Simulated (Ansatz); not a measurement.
# Be18H2C: the cost of one run

All numbers below are computed with Ansatz 0.2.0 (DFT LDA, plane waves, PAW, scalar-relativistic, no spin polarisation).

**1. The system as given**

The cell holds 21 atoms (CH2Be18): a = 4.580 Å, b = 6.870 Å, c = 15.588 Å, α = 90.00°, β = 90.00°, γ = 60.00°.

The coordinates stand in the first input below.

**2. Relaxing end A**

Input file input.yaml:

```yaml
crystal:
  lattice:
    - [4.58, 0.0, 0.0]
    - [3.435, 5.949595, 0.0]
    - [0.0, 0.0, 15.58843]
  atoms:
    - { symbol: Be, position: [0.0, 0.0, 0.0641501] }
    - { symbol: Be, position: [0.5, 0.0, 0.0641501] }
    - { symbol: Be, position: [0.0, 0.3333333, 0.0641501] }
    - { symbol: Be, position: [0.5, 0.3333333, 0.0641501] }
    - { symbol: Be, position: [0.0, 0.6666667, 0.0641501] }
    - { symbol: Be, position: [0.5, 0.6666667, 0.0641501] }
    - { symbol: Be, position: [-0.1666667, 0.2222222, 0.1792493] }
    - { symbol: Be, position: [0.3333333, 0.2222222, 0.1792493] }
    - { symbol: Be, position: [-0.1666667, 0.5555556, 0.1792493] }
    - { symbol: Be, position: [0.3333333, 0.5555556, 0.1792493] }
    - { symbol: Be, position: [-0.1666667, 0.8888889, 0.1792493] }
    - { symbol: Be, position: [0.3333333, 0.8888889, 0.1792493] }
    - { symbol: Be, position: [0.0, 0.0, 0.2943484] }
    - { symbol: Be, position: [0.5, 0.0, 0.2943484] }
    - { symbol: Be, position: [0.0, 0.3333333, 0.2943484] }
    - { symbol: Be, position: [0.5, 0.3333333, 0.2943484] }
    - { symbol: Be, position: [0.0, 0.6666667, 0.2943484] }
    - { symbol: Be, position: [0.5, 0.6666667, 0.2943484] }
    - { symbol: C, position: [0.7348563, 0.1776716, 0.3841586] }
    - { symbol: H, position: [0.5107604, 0.2729245, 0.4226487] }
    - { symbol: H, position: [0.9589523, 0.0824186, 0.4226487] }
basis:
  ecutwfc: 420.0
kpoints:
  mp_grid: { grid: [4, 3, 1] }
hamiltonian:
  xc: lda
scf:
  occupations: { method: gaussian, width: 0.1 }
  lower_state_search: "off"
relax:
  f_tol: 0.03
  max_steps: 60
  adjacent_minimum: "off"
  constraints: [{ sites: [0, 1, 2, 3, 4, 5] }]
```

The run is started by

```
> ansatz run input.yaml --threads 1 --pin off --max-ram 3072MiB --backend cpu --events-out ev --progress --plain --runs-dir out
```

**Question.** How long does this run take on 1 thread of Arm Neoverse V1, shared host, and how much memory does it need?

About 3.9 min, with a peak of 0.48 GiB.
